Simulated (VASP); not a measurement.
Runs of VASP 6.6.1 on Te. The structure is trigonal, space group P3_121 (No. 152). The conventional cell has a = 4.457 Å, b = 4.457 Å, c = 5.929 Å, α = 90.00°, β = 90.00°, γ = 120.00°. Te (site symmetry 2) has 2 Te at 2.84 Å as nearest neighbours. 

```csv
task,level,potentials or basis,spin,k mesh,grid for exact exchange (PRECFOCK),screening parameter,exchange at q = 0,mesh quality,gap on the mesh (eV),pressure (GPa),moment (μB),largest force (eV/Å)
single point,HSE06,"VASP PAW PBE potentials, release 64 (Te)",off,6 × 6 × 4,Fast,0.2 1/A,-,not flagged,0.60,-0.2,-,0.16
single point,HSE06,"VASP PAW PBE potentials, release 64 (Te)","non-collinear, zero start, SOC",3 × 3 × 2,Fast,0.2 1/A,-,coarse,-,(c),0.00,0.28
single point,PBEsol,"VASP PAW PBE potentials, release 64 (Te)",off,9 × 9 × 6,-,-,-,not flagged,(a),-0.3,-,0.28
single point,PBE0,"VASP PAW PBE potentials, release 64 (Te)",off,6 × 6 × 4,Fast,-,default,not flagged,1.16,-0.2,-,0.23
single point,PBE,"VASP PAW PBE potentials, release 64 (Te)","non-collinear, zero start, SOC",9 × 9 × 6,-,-,-,not flagged,-,2.3,0.00,0.36
single point,PBEsol,"VASP PAW PBE potentials, release 64 (Te)","non-collinear, zero start, SOC",9 × 9 × 6,-,-,-,not flagged,-,0.0,0.00,0.31
single point,PBE0,"VASP PAW PBE potentials, release 64 (Te)","non-collinear, zero start, SOC",3 × 3 × 2,Fast,-,default,coarse,-,0.2,0.00,0.30
single point,TB-mBJ,"VASP PAW PBE potentials, release 64 (Te)",off,9 × 9 × 6,-,-,-,not flagged,(b),-,-,-
single point,TB-mBJ,"VASP PAW PBE potentials, release 64 (Te)","non-collinear, zero start, SOC",9 × 9 × 6,-,-,-,not flagged,-,-,0.00,-
band structure,PBE,"VASP PAW PBE potentials, release 64 (Te)","non-collinear, zero start, SOC",9 × 9 × 6,-,-,-,not flagged,-,2.3,0.00,0.36
single point,LDA,"VASP PAW LDA potentials, release 64 (Te)",off,9 × 9 × 6,-,-,-,not flagged,0.10,-1.3,-,0.23
single point,PBE0,"VASP PAW PBE potentials, release 64 (Te)","non-collinear, zero start, SOC",6 × 6 × 4,Fast,-,truncated,not flagged,-,0.0,0.00,0.21
```

Alike in all rows: cell as given; cutoff (eV) 300; smearing gaussian 0.01 eV.

Task: Estimate the missing entries.

Result: (a) 0.12; (b) 0.40; (c) 0.4.

Caveats: some runs use coarse meshes; the PAW data sets were made with another functional, which shifts forces and pressure a little (some runs); spin-orbit coupling is left out, which moves the levels of the heavy elements (some runs); an odd mesh through Γ misses points on the zone boundary, where band edges often lie (some runs).

A k mesh can miss the band edges, and rows without SOC leave out spin-orbit coupling on Te.
